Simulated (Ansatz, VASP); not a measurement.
**InP and the pressure, program beside program**

The cell as given:

```cif
data_structure
_symmetry_space_group_name_H-M 'F-43m'
_symmetry_Int_Tables_number 216
_cell_length_a 5.8610
_cell_length_b 5.8610
_cell_length_c 5.8610
_cell_angle_alpha 90.000
_cell_angle_beta 90.000
_cell_angle_gamma 90.000
_cell_volume 201.33
loop_
_atom_site_label
_atom_site_type_symbol
_atom_site_symmetry_multiplicity
_atom_site_Wyckoff_symbol
_atom_site_fract_x
_atom_site_fract_y
_atom_site_fract_z
_atom_site_occupancy
In1 In 4 a 0.00000 0.00000 0.00000 1
P1 P 4 c 0.25000 0.25000 0.25000 1
```

Kept alike: task relaxation of cell and atoms; functional LDA; k mesh 8 × 8 × 8; occupations fermi-dirac, width 0.05 eV; no spin polarisation. The mesh is that of the run's cell of 2 atoms. No spin-orbit coupling.

- A: Ansatz, all-electron LAPW, scalar-relativistic
- B: VASP, LDA PAW files In_d, P, 600 eV

```csv
pressure (GPa),A: band gap on the mesh (eV),B: band gap on the mesh (eV)
0,0.575,0.602
2,0.718,0.749
5,0.902,?
10,1.156,1.179
```

Values hold for each row's relaxed cell, which stops near the pressure aimed at. The runs follow the start's structure, whether or not it is the stable one at these pressures. A gap on the mesh can miss an edge between its points.

Estimate the value left open.

In the median of the other rows B lies +0.027 eV from the other column, which points to 0.929; the run gave 0.926 eV, -0.003 from it.

Both programs show the gap of InP widening at every step in pressure, with B slightly above A throughout; the offset, perhaps from small differences in relaxed volume or in the treatment of the core, is minor beside the pressure effect. The widening is what a direct gap at the zone centre would give. The conduction-band minimum there is an antibonding state with strong cation s character, and shortening the In–P bonds pushes it up faster than the p-like valence-band top. The rise per unit pressure weakens towards 10 GPa, probably because the crystal stiffens and each further increment shortens the bonds less.

The gaps at zero pressure, 0.575 and 0.602 eV, are far below the measured gap of InP, chiefly because LDA eigenvalue differences omit the derivative discontinuity of the exchange-correlation potential. The agreement between programs therefore supports the computed pressure response, not the absolute gaps. Without the band edges' positions in k-space, the values cannot show whether the gap remains direct as the X valley approaches under compression.
